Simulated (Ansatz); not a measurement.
CaF$_{2}$:
```
CELL_PARAMETERS angstrom
      0.00000     2.75545     2.75545
      2.75545     0.00000     2.75545
      2.75545     2.75545     0.00000
ATOMIC_POSITIONS crystal
  Ca 0.00000 0.00000 0.00000
  F  0.25000 0.25000 0.25000
  F  0.75000 0.75000 0.75000
```

x, y and z are the axes in which the lattice vectors are written.

### Question
Give the high-frequency dielectric tensor and the Born effective charge tensors of the independent atoms from DFPT, PBE in the plane-wave PAW code Ansatz.

### Answer

ε∞:
```
2.26  0.00  0.00
0.00  2.26  0.00
0.00  0.00  2.26
```
Z* of atom 1 (Ca), rows: field, columns: displacement, in e:
```
2.36  0.00  0.00
0.00  2.36  0.00
0.00  0.00  2.36
```
Z* of atom 2 (F), rows: field, columns: displacement, in e:
```
-1.18   0.00   0.00
 0.00  -1.18   0.00
 0.00   0.00  -1.18
```

Static charges for comparison (Bader): Ca1 +1.67, F2 -0.83 e. Born charges measure polarisation by displacement and can exceed these by far.

Space group Fm-3m (fluorite). Symmetry was held in the PBE relaxation; phonons on a q-mesh show no instability.

Potentials: the later of the program's two PAW sets.
